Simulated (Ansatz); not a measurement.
# C: the cost of one run

Program: Ansatz 0.2.0. Level of theory: DFT PBE, scalar-relativistic, plane waves, PAW. These are calculated values, not measurements.

## 1. The structure to begin with

Symmetry: R-3m, No. 166, trigonal system. The conventional cell has a = 2.456 Å, b = 2.456 Å, c = 10.041 Å, α = 90.00°, β = 90.00°, γ = 120.00°. C (site symmetry 3m) is surrounded by 3 C at 1.42 Å.

Structure file:

```
C
1.0
    -4.91212   -2.83601    6.69402
     4.91212   -2.83601    6.69402
     0.00000    5.67202    6.69402
C
64
Direct
  0.91800 0.16800 0.16800
  0.41800 0.16800 0.16800
  0.66800 0.41800 0.16800
  0.91800 0.66800 0.16800
  0.66800 0.16800 0.41800
  0.91800 0.41800 0.41800
  0.91800 0.16800 0.66800
  0.16800 0.41800 0.16800
  0.41800 0.66800 0.16800
  0.66800 0.91800 0.16800
  0.16800 0.16800 0.41800
  0.41800 0.41800 0.41800
  0.66800 0.66800 0.41800
  0.91800 0.91800 0.41800
  0.41800 0.16800 0.66800
  0.66800 0.41800 0.66800
  0.91800 0.66800 0.66800
  0.66800 0.16800 0.91800
  0.91800 0.41800 0.91800
  0.16800 0.91800 0.16800
  0.16800 0.66800 0.41800
  0.41800 0.91800 0.41800
  0.16800 0.41800 0.66800
  0.41800 0.66800 0.66800
  0.66800 0.91800 0.66800
  0.16800 0.16800 0.91800
  0.41800 0.41800 0.91800
  0.66800 0.66800 0.91800
  0.91800 0.91800 0.91800
  0.16800 0.91800 0.66800
  0.16800 0.66800 0.91800
  0.41800 0.91800 0.91800
  0.58200 0.08200 0.08200
  0.83200 0.33200 0.08200
  0.83200 0.08200 0.33200
  0.08200 0.08200 0.08200
  0.33200 0.33200 0.08200
  0.58200 0.58200 0.08200
  0.83200 0.83200 0.08200
  0.33200 0.08200 0.33200
  0.58200 0.33200 0.33200
  0.83200 0.58200 0.33200
  0.58200 0.08200 0.58200
  0.83200 0.33200 0.58200
  0.83200 0.08200 0.83200
  0.08200 0.58200 0.08200
  0.33200 0.83200 0.08200
  0.08200 0.33200 0.33200
  0.33200 0.58200 0.33200
  0.58200 0.83200 0.33200
  0.08200 0.08200 0.58200
  0.33200 0.33200 0.58200
  0.58200 0.58200 0.58200
  0.83200 0.83200 0.58200
  0.33200 0.08200 0.83200
  0.58200 0.33200 0.83200
  0.83200 0.58200 0.83200
  0.08200 0.83200 0.33200
  0.08200 0.58200 0.58200
  0.33200 0.83200 0.58200
  0.08200 0.33200 0.83200
  0.33200 0.58200 0.83200
  0.58200 0.83200 0.83200
  0.08200 0.83200 0.83200
```

The runs take a perfect supercell of 64 atoms; the defect goes to fractional position (0.167, 0.417, 0.417).

## 2. The perfect supercell

Contents of input.yaml:

```yaml
crystal:
  lattice:
    - [-4.912115, -2.836011, 6.694023]
    - [4.912115, -2.836011, 6.694023]
    - [0.0, 5.672022, 6.694023]
  atoms:
    - { symbol: C, position: [0.918, 0.168, 0.168] }
    - { symbol: C, position: [0.418, 0.168, 0.168] }
    - { symbol: C, position: [0.668, 0.418, 0.168] }
    - { symbol: C, position: [0.918, 0.668, 0.168] }
    - { symbol: C, position: [0.668, 0.168, 0.418] }
    - { symbol: C, position: [0.918, 0.418, 0.418] }
    - { symbol: C, position: [0.918, 0.168, 0.668] }
    - { symbol: C, position: [0.168, 0.418, 0.168] }
    - { symbol: C, position: [0.418, 0.668, 0.168] }
    - { symbol: C, position: [0.668, 0.918, 0.168] }
    - { symbol: C, position: [0.168, 0.168, 0.418] }
    - { symbol: C, position: [0.418, 0.418, 0.418] }
    - { symbol: C, position: [0.668, 0.668, 0.418] }
    - { symbol: C, position: [0.918, 0.918, 0.418] }
    - { symbol: C, position: [0.418, 0.168, 0.668] }
    - { symbol: C, position: [0.668, 0.418, 0.668] }
    - { symbol: C, position: [0.918, 0.668, 0.668] }
    - { symbol: C, position: [0.668, 0.168, 0.918] }
    - { symbol: C, position: [0.918, 0.418, 0.918] }
    - { symbol: C, position: [0.168, 0.918, 0.168] }
    - { symbol: C, position: [0.168, 0.668, 0.418] }
    - { symbol: C, position: [0.418, 0.918, 0.418] }
    - { symbol: C, position: [0.168, 0.418, 0.668] }
    - { symbol: C, position: [0.418, 0.668, 0.668] }
    - { symbol: C, position: [0.668, 0.918, 0.668] }
    - { symbol: C, position: [0.168, 0.168, 0.918] }
    - { symbol: C, position: [0.418, 0.418, 0.918] }
    - { symbol: C, position: [0.668, 0.668, 0.918] }
    - { symbol: C, position: [0.918, 0.918, 0.918] }
    - { symbol: C, position: [0.168, 0.918, 0.668] }
    - { symbol: C, position: [0.168, 0.668, 0.918] }
    - { symbol: C, position: [0.418, 0.918, 0.918] }
    - { symbol: C, position: [0.582, 0.082, 0.082] }
    - { symbol: C, position: [0.832, 0.332, 0.082] }
    - { symbol: C, position: [0.832, 0.082, 0.332] }
    - { symbol: C, position: [0.082, 0.082, 0.082] }
    - { symbol: C, position: [0.332, 0.332, 0.082] }
    - { symbol: C, position: [0.582, 0.582, 0.082] }
    - { symbol: C, position: [0.832, 0.832, 0.082] }
    - { symbol: C, position: [0.332, 0.082, 0.332] }
    - { symbol: C, position: [0.582, 0.332, 0.332] }
    - { symbol: C, position: [0.832, 0.582, 0.332] }
    - { symbol: C, position: [0.582, 0.082, 0.582] }
    - { symbol: C, position: [0.832, 0.332, 0.582] }
    - { symbol: C, position: [0.832, 0.082, 0.832] }
    - { symbol: C, position: [0.082, 0.582, 0.082] }
    - { symbol: C, position: [0.332, 0.832, 0.082] }
    - { symbol: C, position: [0.082, 0.332, 0.332] }
    - { symbol: C, position: [0.332, 0.582, 0.332] }
    - { symbol: C, position: [0.582, 0.832, 0.332] }
    - { symbol: C, position: [0.082, 0.082, 0.582] }
    - { symbol: C, position: [0.332, 0.332, 0.582] }
    - { symbol: C, position: [0.582, 0.582, 0.582] }
    - { symbol: C, position: [0.832, 0.832, 0.582] }
    - { symbol: C, position: [0.332, 0.082, 0.832] }
    - { symbol: C, position: [0.582, 0.332, 0.832] }
    - { symbol: C, position: [0.832, 0.582, 0.832] }
    - { symbol: C, position: [0.082, 0.832, 0.332] }
    - { symbol: C, position: [0.082, 0.582, 0.582] }
    - { symbol: C, position: [0.332, 0.832, 0.582] }
    - { symbol: C, position: [0.082, 0.332, 0.832] }
    - { symbol: C, position: [0.332, 0.582, 0.832] }
    - { symbol: C, position: [0.582, 0.832, 0.832] }
    - { symbol: C, position: [0.082, 0.832, 0.832] }
basis:
  ecutwfc: 420
  fft_grid_basis: typed
kpoints:
  mp_grid: { grid: [3, 3, 3] }
hamiltonian:
  xc: pbe
  pseudopotentials: { kind: paw }
scf:
  occupations: { method: gaussian, width: 0.05 }
output:
  forces: true
  stress: false
  eigenvalues: true
  bader: false
  write_density: true
  volumetric_format: npy
```

On the command line:

```
$ ansatz run input.yaml --threads 4 --pin off --max-ram 10240MiB --backend cpu --events-out ev --progress --plain --runs-dir out
```

What time and memory should one allow on 4 threads of Arm Neoverse N1, shared host?

About 28 s, with a peak of 2.7 GiB.
